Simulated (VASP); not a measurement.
Here is a VASP 6.6.1 calculation.

Contents of INCAR:

```
SYSTEM = ZnS
ALGO     = Fast           ! electronic algorithm
EDIFF    = 1E-6           ! SCF threshold, eV
ENCUT    = 520            ! plane-wave cutoff, eV
GGA      = PE             ! functional
ISIF     = 2              ! what is computed and relaxed
ISMEAR   = 0              ! smearing method
LASPH    = .True.         ! aspherical terms in the spheres
LCHARG   = .False.        ! write CHGCAR
LREAL    = Auto         
LWAVE    = .False.        ! write WAVECAR
NBANDS   = 86             ! bands
NELM     = 100            ! most SCF steps
PREC     = Accurate       ! precision mode
SIGMA    = 0.02           ! smearing width, eV
```

The input KPOINTS:

```
k-points
0
Gamma
  9 9 2
  0 0 0
```

POSCAR

```
ZnS
1.0
    3.8480667447      0.0000000000      0.0000000000
   -1.9240333724      3.3325235564      0.0000000000
    0.0000000000      0.0000000000     25.1641273726
Zn S
8 8
Direct
    0.3333333333      0.6666666667      0.1251575805
    0.0000000000      0.0000000000      0.0002629988
    0.6666666667      0.3333333333      0.6248324128
    0.6666666667      0.3333333333      0.8751883799
    0.0000000000      0.0000000000      0.7499146680
    0.3333333333      0.6666666667      0.4999181651
    0.0000000000      0.0000000000      0.3749978192
    0.6666666667      0.3333333333      0.2500776406
    0.6666666667      0.3333333333      0.3437595424
    0.6666666667      0.3333333333      0.7185047822
    0.3333333333      0.6666666667      0.2188391397
    0.0000000000      0.0000000000      0.8437460590
    0.6666666667      0.3333333333      0.9690014796
    0.0000000000      0.0000000000      0.0939209455
    0.3333333333      0.6666666667      0.5935995606
    0.0000000000      0.0000000000      0.4686798261
```

Potentials or basis: VASP PAW PBE potentials, release 64 (Zn, S).

Command:

```console
$ cat potpaw_PBE.64/Zn/POTCAR potpaw_PBE.64/S/POTCAR > POTCAR
$ mpirun -np 1 vasp_std > vasp.out
```

Task: Predict the largest force.

Result: 0.003 eV/Å.

Task: Estimate the band gap on the k mesh.

Result: 2.03 eV, direct.

Task: Predict the pressure.

Result: 0.2 GPa.

Forces on the atoms (eV/Å):
```
Zn   0.000  0.000  0.000
Zn   0.000  0.000 -0.001
Zn   0.000  0.000 -0.001
Zn   0.000  0.000  0.000
Zn   0.000  0.000 -0.001
Zn   0.000  0.000 -0.001
Zn   0.000  0.000 -0.001
Zn   0.000  0.000  0.000
S    0.000  0.000  0.000
S    0.000  0.000 -0.001
S    0.000  0.000  0.001
S    0.000  0.000  0.001
S    0.000  0.000  0.001
S    0.000  0.000  0.003
S    0.000  0.000 -0.001
S    0.000  0.000 -0.001
```

Caveat: an odd mesh through Γ misses points on the zone boundary, where band edges often lie. Expect the measured gap to be larger: semilocal functionals such as PBE lack the derivative discontinuity.
